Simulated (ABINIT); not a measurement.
Ga:

```
Ga
1.0
     2.77842    0.00000    0.00000
     0.00000    3.28161    0.00000
    -1.34343    0.00000    3.99027
Ga
2
Direct
  0.13460 0.75000 0.77017
  0.86540 0.25000 0.22983
```

This isn't the form of Ga at room conditions, which is orthorhombic.

```yaml
Program: ABINIT 10.8.3 (patched build)
Task: relaxation of cell and atoms
Functional: PBEsol
Potentials_or_basis: JTH PAW PBE v2.0
Cutoff: 463 eV
k_mesh: 8 × 6 × 6
Occupations: fermi-dirac, width 0.05 eV
Spin: no spin polarisation
```

At the start: pressure -0.4 GPa; volume 18.19 Å³/atom.

Question: Where does the relaxation end?

Answer: Over 20 steps the energy falls by 9.2 meV/atom and the volume is 17.97 Å³/atom (-1.2 %); space group P2_1/m (No. 11, to 0.05 Å).

Step by step:
| step | energy change (eV) | largest force (eV/Å) | pressure (GPa) | volume (Å³) |
| --- | --- | --- | --- | --- |
| 1 | 0.0000 | 0.1117 | -0.40 | 36.38 |
| 2 | -0.0030 | 0.1069 | -0.36 | 36.34 |
| 3 | -0.0156 | 0.0818 | -0.09 | 36.02 |
| 4 | -0.0164 | 0.0411 | 0.21 | 35.85 |
| 5 | -0.0174 | 0.0470 | 0.06 | 35.92 |
| 6 | -0.0178 | 0.0371 | 0.01 | 35.95 |
| 7 | -0.0183 | 0.0142 | -0.02 | 35.96 |
| 8 | -0.0183 | 0.0093 | -0.01 | 35.95 |
| 9 | -0.0183 | 0.0089 | 0.00 | 35.95 |
| 10 | -0.0183 | 0.0089 | 0.00 | 35.94 |
| 11 | -0.0183 | 0.0087 | 0.00 | 35.94 |
| 12 | -0.0183 | 0.0083 | 0.00 | 35.95 |
| 13 | -0.0183 | 0.0077 | 0.00 | 35.95 |
| 14 | -0.0183 | 0.0068 | -0.01 | 35.95 |
| 15 | -0.0184 | 0.0061 | -0.02 | 35.96 |
| 16 | -0.0184 | 0.0073 | -0.02 | 35.96 |
| 17 | -0.0184 | 0.0087 | -0.02 | 35.96 |
| 18 | -0.0184 | 0.0076 | -0.01 | 35.95 |
| 19 | -0.0184 | 0.0057 | 0.00 | 35.95 |
| 20 | -0.0184 | 0.0038 | 0.00 | 35.95 |

Final structure:
```xyz
2
Lattice="2.7163 0.0000 -0.0229 0.0000 3.3618 0.0000 -1.3463 0.0000 3.9478" Properties=species:S:1:pos:R:3 pbc="T T T"
Ga   -0.6824    2.5214    3.0213
Ga    2.0524    0.8405    0.9035
```

Caveat: the PAW data sets were made with another functional, which shifts forces and pressure a little.
